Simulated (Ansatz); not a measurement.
**Structure relaxation of Ge**

The calculation used Ansatz, DFT PBEsol, scalar-relativistic, plane waves, PAW. Cutoff 420 eV, Γ-centred k mesh, Gaussian smearing, no spin polarisation in the final step.

Ge was placed on the iodine structure type (Cmce, No. 64), at a guessed volume.

```
Ge
1.0
     2.99628   -1.98031    0.00000
     2.99628    1.98031    0.00000
     0.00000    0.00000    8.07819
Ge
4
Cartesian
  2.9963 -1.3862 0.9451
  2.9963 -0.5941 4.9842
  2.9963 1.3862 7.1330
  2.9963 0.5941 3.0939
```

Cell and atoms relax at zero pressure; the relaxation can't lower the symmetry of the start. After a coarse first stage the cell is made exact in the group found at 0.06 Å.

Energies count from the standard state of Ge at the same level.

**Question.** Describe the relaxed structure.

**Answer.** It ends in I4/mmm (No. 139). The result has the indium (bct) structure. Conventional cell: a = 3.157 Å, c = 3.686 Å. Ge has 8 Ge at 2.89 Å, 4 Ge at 3.16 Å and 2 Ge at 3.69 Å.

```xyz
1
Lattice="-1.5784 1.5784 1.8431 1.5784 -1.5784 1.8431 1.5784 1.5784 -1.8431" Properties=species:S:1:pos:R:3 pbc="T T T"
Ge    0.0000    0.0000    0.0000
```

**Question.** What are its volume, energy, density and gap?

**Answer.** The volume per atom is 18.37 Å³ and the density is 6.57 g/cm³. The energy over the standard structure is 0.27 eV/atom and the gap on the 22×22×22 mesh is 0 eV (a metal).

The final run used a 22×22×22 mesh on its 1-atom cell and 0.10 eV smearing. The k mesh leaves about 4 meV/atom of noise in metals. A structure relaxed within its symmetry needn't be a true minimum. The steps took roughly 6 core-minutes in all.